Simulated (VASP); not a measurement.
Input of a VASP 6.6.1 run:

Contents of INCAR:

```
SYSTEM = BN
  PREC = Accurate
  ENCUT = 600
  EDIFF = 1E-7
  ISMEAR = 0
  SIGMA = 0.03
  LREAL = .False.
  LASPH = .True.
  NELM = 80
  ALGO = Fast
  ISIF = 2
  LWAVE = .False.
  LCHARG = .False.
  GGA = PS
  IBRION = 2
  NSW = 40
  EDIFFG = -0.01
```

Contents of KPOINTS:

```
Automatic mesh
0
Gamma
  14 14 14
  0 0 0
```

POSCAR

```
BN                                      
1.0
    0.0000000000      1.8152637758      1.8152637758
    1.8152637758      0.0000000000      1.8152637758
    1.8152637758      1.8152637758      0.0000000000
  B               N             
     1     1
Direct
     0.0000000000000000    0.0000000000000000    0.0000000000000000
     0.2500000000000000    0.2500000000000000    0.2500000000000000
```

Potentials or basis: VASP PAW PBE potentials, release 64 (B, N).

Run with:

```sh
$ cat potpaw_PBE.64/B/POTCAR potpaw_PBE.64/N/POTCAR > POTCAR
$ mpirun -np 1 vasp_std > vasp.out
```

Problem. Predict the band gap on the k mesh.

Solution. 4.26 eV, indirect (least direct gap 8.70 eV).

Final structure:
```
B N
1.0
     0.00000    1.81526    1.81526
     1.81526    0.00000    1.81526
     1.81526    1.81526    0.00000
B N
1 1
Cartesian
  0.0000 0.0000 0.0000
  0.9076 0.9076 0.9076
```

Caveat: the relaxation stopped at its first step, so nothing moved. A k mesh can miss the band edges.
